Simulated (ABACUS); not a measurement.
# FeCo (Wairauite) under changes of volume

One of the cells (11.660 Å³/atom); the others are scaled copies at fixed shape and fractional positions:

```
Co Fe
1.0
     2.85700    0.00000    0.00000
     0.00000    2.85700    0.00000
     0.00000    0.00000    2.85700
Co Fe
1 1
Cartesian
  0.0000 0.0000 0.0000
  1.4285 1.4285 1.4285
```

| Property | Result |
| --- | --- |
| Program | ABACUS 3.10.1 |
| Functional | PBE |
| Potentials or basis | PseudoDojo NC SR 0.4.1 PBE standard |
| Cutoff | 1320 eV |
| Density cutoff | 5279 eV |
| Basis | plane waves |
| k mesh | 9 × 9 × 9 |
| Occupations | fermi-dirac, width 0.05 eV |
| Spin | collinear spin, ferromagnetic start |
| Starting moments | [2.0, 3.0] μB |

```csv
volume (Å³/atom),energy over the lowest point (meV/atom),pressure (GPa),moment (μB per cell)
10.960,20.09,10.8,4.46
11.194,7.42,6.3,4.52
11.427,?,?,?
11.660,0.00,-1.5,4.61
11.893,4.39,-4.8,4.64
12.126,13.53,-7.9,4.67
12.360,26.85,-10.6,4.69
```

What does the run at 11.427 Å³/atom give?

Energy over the lowest point 0.86 meV/atom; pressure 2.3 GPa; moment 4.57 μB per cell.

Worked out: A Birch-Murnaghan fit of order 3 (a polynomial in V^(-2/3)) to the other rows has its minimum at 11.58 Å³/atom with B0 = V·E''(V) = 182 GPa and B' = 3.5. It gives 0.89 meV/atom at 11.427 Å³/atom, against the run's 0.86, and -dE/dV = 2.5 GPa, against 2.3. A parabola through the other rows of the moment, of slope 0.194 μB per Å³/atom there, gives 4.57 μB, against the run's 4.57.

Energies are extrapolated to zero smearing.
